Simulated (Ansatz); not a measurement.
# AlCu (Pm-3m) in Ansatz: further runs

One crystal, AlCu, is run at these levels: PBEsol, LDA; tasks: band structure, single point, equation of state.

Program: Ansatz 0.2.0. These are calculated values, not measurements. Logs are shortened: lines on timing, memory, paths and dates and some standing lists are left out, and cuts for length are marked.

### 1 The structure

The structure is cubic, space group Pm-3m (No. 221). The conventional cell has a = 2.998 Å, b = 2.998 Å, c = 2.998 Å, α = 90.00°, β = 90.00°, γ = 90.00°. Around Cu (site symmetry m-3m) lie 8 Al at 2.60 Å. Around Al (site symmetry m-3m) lie 8 Cu at 2.60 Å.

The cell comes from a database or a generator and needn't be the stable form of this composition.

### 2 Band structure, PBEsol

Contents of input.yaml:

```yaml
crystal:
  lattice:
    - [2.997509, 0.0, 0.0]
    - [0.0, 2.997509, 0.0]
    - [0.0, 0.0, 2.997509]
  atoms:
    - { symbol: Cu, position: [0.5, 0.5, 0.5] }
    - { symbol: Al, position: [0.0, 0.0, 0.0] }
kpoints:
  mp_grid: { grid: [9, 9, 9] }
  band_path:
    path:
      - [0.0, 0.0, 0.0]
      - [0.0, 0.5, 0.0]
      - [0.5, 0.5, 0.0]
      - [0.0, 0.0, 0.0]
      - [0.5, 0.5, 0.5]
      - [0.0, 0.5, 0.0]
    npoints: 10
scf:
  occupations: { method: fermi_dirac, width: 0.05 }
hamiltonian:
  xc: pbesol
  pseudopotentials: { kind: all_electron, lapw: { basis_error: 0.001 } }
output:
  forces: true
  stress: true
  eigenvalues: true
```

Potentials or basis: all-electron LAPW, scalar-relativistic.

Command:

```
ansatz run input.yaml --threads 1 --pin off --max-ram 3072MiB --backend cpu --events-out ev --progress --plain --runs-dir out
```

Standard output:

```text
Warning: RAYON_NUM_THREADS=1 ignored (pool sized by the plan → 1); use --threads N
LAPW: plane waves up to 7.814 Å⁻¹, error target 1.0e-3 eV per atom; small_component_spin mean_spin; Al in spheres of 1.184 Å, 11 of its electrons in bands, Dirac shells []; Cu in spheres of 1.412 Å, 19 of its electrons in bands, Dirac shells [] (how accurate: hamiltonian.pseudopotentials.lapw.basis_error, Limitations)
Engine: ansatz 0.2.0, x86_64-unknown-linux-gnu
Pseudopotentials: kind: all_electron
Pseudopotential: Cu, LAPW, valence charge 19, lapw/all_electron/scalar/gaussian/Cu, Koelling and Harmon's equation, gaussian nucleus
Pseudopotential: Al, LAPW, valence charge 11, lapw/all_electron/scalar/gaussian/Al, Koelling and Harmon's equation, gaussian nucleus
Functional definition: PBEsol
  exchange = pbesol_x
  correlation = pbesol_c
Crystal: 2 atoms, lattice volume = 26.933 Å³
Basis set: ecut = 232.6578633491182 eV, 203 PW (Γ), exchange–correlation at level 2
Bands: 19, of which v1, the nominal top of the filled ones, is band 15 counted from 1 (14 counted from 0)
Symmetry: 48 space group operations
Space group: Pm-3m (ITA 221), of the structure as read, at distance tolerance 3.0e-5 Å
k-points: 35 of 729
Non-local potential: Cu, projectors of the file, none
Non-local potential: Al, projectors of the file, none
Initial density: superposition of atomic densities (chi_scale 0.1, normalization cell, long waves kept (reshape's long-wave potential 0.00 eV rms))
Initial wavefunctions: plane waves of lowest kinetic energy (no species holds an atomic orbital)
Functional: x = pbesol(κ = 0.804, μ = 0.12345679012345678), c = pbesol(β = 0.046)
iter 1 solved again at ethr=2.03e-3 eV; its pass at ethr=1.00e-1 eV (dr2=6.08e-1 eV) is discarded
SCF iter   1: F=—  HF=-51594.753526 eV  |F-HF|=—  |Δ(HF+E_count)|=         —  Δρ=4.71e-2  dr2=6.10e-1  ethr=2.03e-3  ⟨swp⟩=2.1  Hψ=4660  notcnv=0
preconditioner: auto → none  [metal: Δε(μ)=0.045 eV  Ē_g=8.398 eV  σ=0.050 eV  W_gap=0.22  n_scr=6 (ndim 8)  ℏωp=26.8 eV  f_vac=0.000  D(μ)=0.91/eV (n_scr^D=6)  sad-step TF]
SCF iter   2: F=—  HF=-51600.471347 eV  |F-HF|=—  |Δ(HF+E_count)|=    5.72e0  Δρ=4.66e-2  dr2=8.73e-1  ethr=2.03e-3  ⟨swp⟩=3.0  Hψ=2338  notcnv=0
SCF iter   3: F=—  HF=-51594.209974 eV  |F-HF|=—  |Δ(HF+E_count)|=    6.26e0  Δρ=2.79e-2  dr2=3.35e-1  ethr=2.03e-3  ⟨swp⟩=2.5  Hψ=1989  notcnv=0
iter 4 solved again at ethr=5.12e-5 eV; its pass at ethr=1.12e-3 eV (dr2=1.54e-2 eV) is discarded
SCF iter   4: F=—  HF=-51592.834090 eV  |F-HF|=—  |Δ(HF+E_count)|=    1.38e0  Δρ=8.32e-3  dr2=1.53e-2  ethr=5.12e-5  ⟨swp⟩=2.0  Hψ=3427  notcnv=0  defer=1
SCF iter   5: F=—  HF=-51592.766577 eV  |F-HF|=—  |Δ(HF+E_count)|=         —  Δρ=2.11e-3  dr2=1.49e-3  ethr=5.11e-5  ⟨swp⟩=2.1  Hψ=1834  notcnv=0
the basis was enlarged: its passes take 106.8 KiB over the memory plan, 1 of 1 planned eigensolver slots
SCF iter   6: F=—  HF=-51592.764291 eV  |F-HF|=—  |Δ(HF+E_count)|=   2.29e-3  Δρ=1.09e-3  dr2=4.45e-4  ethr=4.98e-6  ⟨swp⟩=2.0  Hψ=1823  notcnv=0
SCF iter   7: F=—  HF=-51592.763389 eV  |F-HF|=—  |Δ(HF+E_count)|=   9.02e-4  Δρ=1.68e-4  dr2=1.09e-5  ethr=1.48e-6  ⟨swp⟩=2.0  Hψ=1823  notcnv=0
SCF iter   8: F=—  HF=-51592.763367 eV  |F-HF|=—  |Δ(HF+E_count)|=   2.19e-5  Δρ=2.17e-5  dr2=1.71e-7  ethr=3.63e-8  ⟨swp⟩=2.1  Hψ=1825  notcnv=0
SCF iter   9: F=—  HF=-51592.763367 eV  |F-HF|=—  |Δ(HF+E_count)|=   3.64e-7  Δρ=7.03e-6  dr2=1.96e-8  ethr=5.71e-10  ⟨swp⟩=2.4  Hψ=1843  notcnv=0
SCF iter  10: F=-51592.763367 eV  HF=-51592.763367 eV  |F-HF|=1.04e-9  |Δ(HF+E_count)|=   3.52e-8  Δρ=4.48e-7  dr2=6.97e-11  ethr=6.52e-11  ⟨swp⟩=2.1  Hψ=1827  notcnv=0
SCF 1 converged in 10 iterations: F = -51592.763367 eV  dr2 = 6.97e-11
NSCF: frozen V_eff on 51 k-points
SCF converged after 10 iterations
Free energy (F): -51592.763367 eV
Harris-Foulkes:  -51592.763367 eV  (|F-HF|=1.04e-9)
Internal energy: -51592.756052 eV  (E = F + TS)
E sigma→0 (E₀):  -51592.759709 eV
Entropy (-TS):   -0.007315 eV (-3.657 meV/atom)
Fermi energy:    13.949697 eV
--- Per-component energies (eV) ---
  E_band       = -895.851750
  E_kinetic    = 52370.821720
  E_xc         = -2297.287818
  E_electrostatic = -101666.289954  (all electrons and nuclei)
  E_smearing   = -0.007315  (= −TS)
  E_closure    = 0.000000  (closes the sum)
  E_atoms      = -51584.048694  (free atoms, spherical and without spin; not in F)
  Σ components = -51592.763367   (vs F -51592.763367, Δ=0.00e0)
  Basis errors (estimates in eV, not in F): energy 2.6e-4 per atom: plane waves 2.3e-4 (1.2e-4 summed), levels above the bands 5.6e-34, relativity 2.5e-9, radial functions 3.4e-5, core shells 1.8e-11; eigenvalues (radial functions only) 1.6e-6; not estimated: angular momenta, meshes, grids; target (lapw.basis_error) 1.0e-3; muffin-tin radii Al 1.184 Å, Cu 1.412 Å
--- Forces (eV/Å), atoms counted from 1 ---
  atom   1  Cu     0.00000000    -0.00000000     0.00000000
  atom   2  Al    -0.00000000     0.00000000     0.00000000
  max |Σ_I F_I| component: 2.96e-31 eV/Å
--- Stress (GPa, compression-positive) ---
       -4.680635       0.000000       0.000000
        0.000000      -4.680635       0.000000
        0.000000       0.000000      -4.680635
  P = ⅓ Tr σ = -4.6806 GPa (-46.806 kbar)
--- Band table (eV; the first three rows and the last of 35) ---
  k-point 0: bands = ["-99.6332", "-89.5520", "-57.1487", "-57.1487", "-57.1487", "-51.2284", "-51.2284", "-51.2284", "2.5309", "9.1638", "9.1638", "10.1883", "10.1883", "10.1883", "17.8364", "17.8364", "17.8364", "20.3668", "20.3668"]
  k-point 1: bands = ["-99.6331", "-89.5520", "-57.1496", "-57.1486", "-57.1486", "-51.2292", "-51.2284", "-51.2284", "2.7396", "9.1696", "9.1944", "10.1313", "10.1313", "10.1945", "15.9397", "18.0881", "18.0881", "20.4393", "21.8044"]
  k-point 2: bands = ["-99.6330", "-89.5518", "-57.1519", "-57.1484", "-57.1484", "-51.2312", "-51.2283", "-51.2283", "3.3596", "9.1024", "9.2730", "9.9942", "9.9942", "10.2103", "13.4579", "18.8116", "18.8116", "20.6485", "22.9431"]
  k-point 34: bands = ["-99.6320", "-89.5507", "-57.1550", "-57.1550", "-57.1550", "-51.2338", "-51.2338", "-51.2338", "8.5170", "8.6659", "8.6659", "10.5222", "10.5222", "13.2251", "14.5235", "14.5235", "15.6298", "16.7745", "16.7745"]
```

It took 11 s on 1 thread of Intel Xeon at 2.70GHz, shared host; peak memory 0.3 GiB.

Results:

```yaml
Free_energy: -51592.7634 eV
Pressure: -4.7 GPa
Band_gap_along_the_path: none (metal or under the smearing width)
```

Levels at the corners of the path, in eV from the Fermi level:
```tsv
point	band 13	band 14	band 15	band 16	band 17	band 18
Γ	-3.76	-3.76	3.89	3.89	3.89	6.42
X	-4.20	-3.71	-3.02	7.30	8.11	8.11
M	-3.64	-3.64	-3.38	-0.78	-0.02	10.18
Γ	-3.76	-3.76	3.89	3.89	3.89	6.42
R	-3.36	0.80	0.80	0.80	1.89	2.30
X	-4.20	-3.71	-3.02	7.30	8.11	8.11
```

### 3 Single point, LDA, 12.66 Å³/atom (volume scaled by 0.94)

Contents of input.yaml:

```yaml
crystal:
  lattice:
    - [2.9363181771, 0.0, 0.0]
    - [0.0, 2.9363181771, 0.0]
    - [0.0, 0.0, 2.9363181771]
  atoms:
    - { symbol: Cu, position: [0.5, 0.5, 0.5] }
    - { symbol: Al, position: [0.0, 0.0, 0.0] }
kpoints:
  mp_grid: { grid: [9, 9, 9] }
scf:
  occupations: { method: fermi_dirac, width: 0.05 }
hamiltonian:
  xc: lda
  pseudopotentials: { kind: all_electron, lapw: { basis_error: 0.001 } }
output:
  forces: true
  stress: true
  eigenvalues: true
```

Potentials or basis: all-electron LAPW, scalar-relativistic.

Command:

```
ansatz run input.yaml --threads 1 --pin off --max-ram 3072MiB --backend cpu --events-out ev --progress --plain --runs-dir out
```

Run time: 6.8 s. Hardware: 1 thread of Intel Xeon at 2.70GHz, shared host; peak memory 0.29 GiB.

The run converged. Its results:

```
Free energy            : -51548.2162 eV
Pressure               : -1.6 GPa
Band gap on the k mesh : none (metal or under the smearing width)
```

### 4 Single point, LDA, 12.93 Å³/atom (volume scaled by 0.96)

input.yaml: that of step 3 with these lines changed.

```diff
@@ -2,5 +2,5 @@
   lattice:
-    - [2.9363181771, 0.0, 0.0]
-    - [0.0, 2.9363181771, 0.0]
-    - [0.0, 0.0, 2.9363181771]
+    - [2.9569971555, 0.0, 0.0]
+    - [0.0, 2.9569971555, 0.0]
+    - [0.0, 0.0, 2.9569971555]
   atoms:
```

Command:

```
ansatz run input.yaml --threads 1 --pin off --max-ram 3072MiB --backend cpu --events-out ev --progress --plain --runs-dir out
```

Run time: 12 s. Hardware: 1 thread of Intel Xeon at 2.70GHz, shared host; peak memory 0.29 GiB.

The run converged. Its results:

```
Free energy            : -51548.2063 eV
Pressure               : -4.2 GPa
Band gap on the k mesh : none (metal or under the smearing width)
```

### 5 Single point, LDA, 13.20 Å³/atom (volume scaled by 0.98)

input.yaml: that of step 4 with these lines changed.

```diff
@@ -2,5 +2,5 @@
   lattice:
-    - [2.9569971555, 0.0, 0.0]
-    - [0.0, 2.9569971555, 0.0]
-    - [0.0, 0.0, 2.9569971555]
+    - [2.9773908838, 0.0, 0.0]
+    - [0.0, 2.9773908838, 0.0]
+    - [0.0, 0.0, 2.9773908838]
   atoms:
```

Command:

```
ansatz run input.yaml --threads 1 --pin off --max-ram 3072MiB --backend cpu --events-out ev --progress --plain --runs-dir out
```

Wall time 8.2 s (1 thread of Intel Xeon at 2.70GHz, shared host); peak memory 0.29 GiB.

It converged, with:

```
Free energy            : -51548.1883 eV
Pressure               : -6.5 GPa
Band gap on the k mesh : none (metal or under the smearing width)
```

### 6 Single point, LDA, 13.47 Å³/atom

input.yaml: that of step 5 with these lines changed.

```diff
@@ -2,5 +2,5 @@
   lattice:
-    - [2.9773908838, 0.0, 0.0]
-    - [0.0, 2.9773908838, 0.0]
-    - [0.0, 0.0, 2.9773908838]
+    - [2.997509, 0.0, 0.0]
+    - [0.0, 2.997509, 0.0]
+    - [0.0, 0.0, 2.997509]
   atoms:
```

Potentials or basis: all-electron LAPW, scalar-relativistic.

Command:

```
ansatz run input.yaml --threads 1 --pin off --max-ram 3072MiB --backend cpu --events-out ev --progress --plain --runs-dir out
```

Wall time 10 s (1 thread of Intel Xeon at 2.70GHz, shared host); peak memory 0.29 GiB.

It converged, with:

| Item | Value |
| --- | --- |
| Free energy | -51548.1630 eV |
| Pressure | -8.5 GPa |
| Band gap on the k mesh | none (metal or under the smearing width) |

### 7 Single point, LDA, 13.74 Å³/atom (volume scaled by 1.02)

input.yaml: that of step 6 with these lines changed.

```diff
@@ -2,5 +2,5 @@
   lattice:
-    - [2.997509, 0.0, 0.0]
-    - [0.0, 2.997509, 0.0]
-    - [0.0, 0.0, 2.997509]
+    - [3.0173606315, 0.0, 0.0]
+    - [0.0, 3.0173606315, 0.0]
+    - [0.0, 0.0, 3.0173606315]
   atoms:
```

Command:

```
ansatz run input.yaml --threads 1 --pin off --max-ram 3072MiB --backend cpu --events-out ev --progress --plain --runs-dir out
```

It took 8.7 s on 1 thread of Intel Xeon at 2.70GHz, shared host; peak memory 0.29 GiB.

The run converged. Its results:

- Free energy: -51548.1315 eV
- Pressure: -10.3 GPa
- Band gap on the k mesh: none (metal or under the smearing width)

### 8 Single point, LDA, 14.01 Å³/atom (volume scaled by 1.04)

input.yaml: that of step 7 with these lines changed.

```diff
@@ -2,5 +2,5 @@
   lattice:
-    - [3.0173606315, 0.0, 0.0]
-    - [0.0, 3.0173606315, 0.0]
-    - [0.0, 0.0, 3.0173606315]
+    - [3.0369544314, 0.0, 0.0]
+    - [0.0, 3.0369544314, 0.0]
+    - [0.0, 0.0, 3.0369544314]
   atoms:
```

Command:

```
ansatz run input.yaml --threads 1 --pin off --max-ram 3072MiB --backend cpu --events-out ev --progress --plain --runs-dir out
```

It took 7.8 s on 1 thread of Intel Xeon at 2.70GHz, shared host; peak memory 0.29 GiB.

It converged, with:

```
Free energy            : -51548.0943 eV
Pressure               : -11.8 GPa
Band gap on the k mesh : none (metal or under the smearing width)
```

### 9 Single point, LDA, 14.27 Å³/atom (volume scaled by 1.06)

input.yaml: that of step 8 with these lines changed.

```diff
@@ -2,5 +2,5 @@
   lattice:
-    - [3.0369544314, 0.0, 0.0]
-    - [0.0, 3.0369544314, 0.0]
-    - [0.0, 0.0, 3.0369544314]
+    - [3.0562986117, 0.0, 0.0]
+    - [0.0, 3.0562986117, 0.0]
+    - [0.0, 0.0, 3.0562986117]
   atoms:
```

Potentials or basis: all-electron LAPW, scalar-relativistic.

Command:

```
ansatz run input.yaml --threads 1 --pin off --max-ram 3072MiB --backend cpu --events-out ev --progress --plain --runs-dir out
```

Run time: 7.2 s. Hardware: 1 thread of Intel Xeon at 2.70GHz, shared host; peak memory 0.29 GiB.

It converged, with:

```
Free energy            : -51548.0522 eV
Pressure               : -13.2 GPa
Band gap on the k mesh : none (metal or under the smearing width)
```

### 10 Equation of state, LDA

Potentials or basis: all-electron LAPW, scalar-relativistic.

No new run: the results of the series are fitted here.

Results:

```
Equilibrium volume : 12.51 Å³/atom (rough: see the caveat)
Bulk modulus       : 137 GPa (rough)
```

Energy against volume, from the lowest point:
```
volume (Å³/atom)  energy (meV/atom)
          12.658               0.00
          12.928               4.93
          13.197              13.95
          13.466              26.56
          13.736              42.34
          14.005              60.93
          14.274              81.97
```

Caveat: the minimum lies outside the volumes run.
